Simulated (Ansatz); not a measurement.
Mg3Sb2:

```
Sb Mg
1.0
     4.58200    0.00000    0.00000
    -2.29100    3.96813    0.00000
     0.00000    0.00000    7.24400
Sb Mg
2 3
Direct
  0.66667 0.33333 0.76500
  0.33333 0.66667 0.23500
  0.00000 0.00000 0.00000
  0.66667 0.33333 0.37000
  0.33333 0.66667 0.63000
```

Base run:

- Program: Ansatz 0.2.0
- Functional: r2SCAN
- Potentials or basis: Ansatz PAW
- Cutoff: 500 eV (not typed: the program's choice for these potentials)
- k mesh: 7 × 7 × 4
- Occupations: fermi-dirac, width 0.05 eV
- Spin: no spin polarisation

Its results: band gap on the k mesh 0.79 eV, indirect (least direct gap 1.86 eV); pressure 0.0 GPa; largest force 0.339 eV/Å.

After a change of settings the same cell gave: band gap on the k mesh 0.30 eV, indirect (least direct gap 1.01 eV); pressure -2.0 GPa; largest force 0.347 eV/Å. Which change was it?
A. functional from r2SCAN to LDA; cutoff from 500 eV (not typed: the program's choice for these potentials) to 420 eV (not typed: the program's choice for these potentials)
B. functional from r2SCAN to PBEsol; cutoff from 500 eV (not typed: the program's choice for these potentials) to 420 eV (not typed: the program's choice for these potentials)
C. functional from r2SCAN to PBE; cutoff from 500 eV (not typed: the program's choice for these potentials) to 420 eV (not typed: the program's choice for these potentials)

A.

r2SCAN gives the wider gap, since meta-GGAs in the generalised Kohn-Sham scheme recover part of the derivative discontinuity.

Caveats: spin-orbit coupling is left out, which moves the levels of the heavy elements; the PAW data sets come from PBE, with cores solved anew for the run's functional, which leaves a small shift of forces and pressure; the k mesh misses the band edges, so the gap on the mesh is wider than the one along the path (some runs).
